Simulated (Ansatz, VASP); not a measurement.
One calculation of SiO2 (Cristobalite), two programs

```
Si O
1.0
     4.98200    0.00000    0.00000
     0.00000    4.98200    0.00000
     0.00000    0.00000    6.96300
Si O
4 8
Direct
  0.79897 0.20103 0.75000
  0.70103 0.70103 0.50000
  0.20103 0.79897 0.25000
  0.29897 0.29897 0.00000
  0.10347 0.23989 0.82187
  0.26011 0.60347 0.07187
  0.89653 0.76011 0.32187
  0.73989 0.39653 0.57187
  0.60347 0.26011 0.92813
  0.76011 0.89653 0.67813
  0.39653 0.73989 0.42813
  0.23989 0.10347 0.17813
```

Alike in both runs: task single point; functional PBE; k mesh 6 × 6 × 4; occupations fermi-dirac, width 0.05 eV; no spin polarisation.

```csv
,VASP,Ansatz
version,VASP 6.6.1,Ansatz 0.2.0
potentials or method,"VASP PAW PBE potentials, release 64 (Si, O)",Ansatz PAW
plane-wave cutoff (eV),520,420
valence electrons in the cell,64,64
```

```csv
,VASP,Ansatz,Ansatz less VASP
gap on the k mesh at the Fermi level (eV),5.76,5.76,-0.002
least direct gap on the mesh (eV),5.76,5.76,-0.002
pressure (GPa),6.4,6.3,-0.14
largest component of the traceless stress (GPa),0.41,0.43,+0.022
rms of the force components (eV/Å),0.199,0.199,-0.0006
```

Atom by atom the forces differ by 0.009 eV/Å (rms over components).

Caveats: the pressure holds a Pulay correction of +0.5 GPa for the finite cutoff (Ansatz). A k mesh can miss the band edges. Expect the measured gap to be larger: semilocal functionals such as PBE lack the derivative discontinuity.
